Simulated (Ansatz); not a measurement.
# Phonons of KBr (Fm-3m)

```
CELL_PARAMETERS angstrom
0.00000 3.27453 3.27453
3.27453 0.00000 3.27453
3.27453 3.27453 0.00000
ATOMIC_POSITIONS crystal
K 0.00000 0.00000 0.00000
Br 0.50000 0.50000 0.50000
```

Conventional cell: a = 6.549 Å, b = 6.549 Å, c = 6.549 Å, α = 90.00°, β = 90.00°, γ = 90.00°. K (atom 1) is surrounded by 6 Br at 3.27 Å. Br (atom 2) has 6 K at 3.27 Å as nearest neighbours.

Level of theory, where no other is named: PBEsol, all-electron LAPW in Ansatz 0.2.0, scalar-relativistic. k mesh 6×6×6, fixed occupations, basis error target 0.5 meV/atom. The cell was relaxed by PAW under this functional.

Atoms are displaced by 0.01 Å in the smallest supercells that hold the wave vectors of a 2×2×2 mesh. Negative values stand for unstable modes. The zone centre has no LO-TO term.

Task: What are the phonon energies at the solved wave vectors, in THz?

Result: 

```csv
q,point,modes (THz)
0.000 0.000 0.000,Gamma,3.35 (×3)
0.500 0.000 0.000,L,"2.06 (×2), 2.70, 2.86 (×2), 4.27"
0.500 0.500 0.000,X,"1.21 (×2), 2.12, 3.47 (×2), 3.65"
```

Task: Is the structure dynamically stable at these wave vectors?

Result: Yes, no mode is unstable there; wave vectors off this mesh aren't tested.

Task: How do the optical zone-centre modes decompose, and which are active?

Result: Point group m-3m: Γ_opt = T1u.

```csv
label,THz,activity,mostly
T1u,3.35,IR,K (67 %)
```

Task: How well do frozen-core PAW files reproduce these all-electron values?

Result: With a cutoff of 420 eV and displacements of 0.0025 Å, the r.m.s. difference over the modes is 0.0 cm⁻¹; the largest difference is 142.3 (PAW) against 142.3 cm⁻¹ (LAPW).

Task: The cell is scaled evenly to 68.818 and 71.627 Å³ (from 70.223), with free atoms relaxed and the shape held. What are the mode Grüneisen parameters γ = −d ln ω/d ln V?

Result: For the highest mode, 146.0 cm⁻¹ in the small cell and 138.8 in the large one give γ ≈ 1.26. From the change of the dynamical matrix on each mode:

```csv
point,cm⁻¹,γ
Gamma,111.8,2.46
L,68.7,2.28
L,90.1,1.32
L,95.5,2.31
L,142.3,1.26
X,40.3,-0.93
X,70.6,-0.29
X,115.6,2.57
X,121.9,2.52
```

Weighted by the modes' heat capacities at 300 K, the mean on this mesh is 1.57; it moves with the q mesh, and a coarse one overweights the zone boundary. Rows under −0.05 (2 here) are modes that soften under compression and pull towards negative thermal expansion.

Task: Linear response on PAW files adds the field. What are the dielectric tensor, the Born charges and the LO shift?

Result: ε∞ = (2.62, 2.62, 2.62) along x, y, z with local fields. Born charges (xx, yy, zz): K1 (1.12, 1.12, 1.12); Br2 (-1.12, -1.12, -1.12). The highest zone-centre mode lies at 111.8 cm⁻¹ without the macroscopic field and at 159.2 cm⁻¹ with it, for q along x. Lyddane-Sachs-Teller then gives ε₀ = ε∞ (ω_LO/ω_TO)² = 5.31. With the ions free to follow the field, the program's ε₀ is (5.31, 5.31, 5.31).

Keep in mind: the frozen-core PAW files of the compared runs were fitted under PBE, their cores solved anew for this functional; semilocal gaps are low, and ε∞ tends to come out large.
